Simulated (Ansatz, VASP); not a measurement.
# Two plane-wave programs on GaN

```
Ga N
1.0
     0.00000    2.20303    2.20303
     2.20303    0.00000    2.20303
     2.20303    2.20303    0.00000
Ga N
1 1
Cartesian
  0.0000 0.0000 0.0000
  3.3045 3.3045 3.3045
```

Alike in both runs: task single point; functional r2SCAN; k mesh 10 × 10 × 10; occupations gaussian, width 0.02 eV; no spin polarisation.

|  | VASP | Ansatz |
| --- | --- | --- |
| version | VASP 6.6.1 | Ansatz 0.2.0 |
| potentials or method | VASP PAW PBE potentials, release 64 (Ga_d, N) | scalar-relativistic, plane waves, PAW |
| plane-wave cutoff (eV) | 520 | 500 |
| valence electrons in the cell | 18 | 18 |

Ansatz gave:

| Item | Value |
| --- | --- |
| gap on the k mesh at the Fermi level (eV) | 2.58 |
| least direct gap on the mesh (eV) | 2.58 |
| pressure (GPa) | 13.9 |

Question: Which values does VASP return?

Answer: gap on the k mesh at the Fermi level (eV): 2.57; least direct gap on the mesh (eV): 2.57; pressure (GPa): 15.2.

Caveats: so large a pressure means that the cell lies far from this level's equilibrium, or that cutoff or potentials fall short (VASP); the potentials were made for another functional, which shifts forces and pressure (VASP). r2SCAN opens gaps a little over a GGA but as a rule still falls short of measured ones.
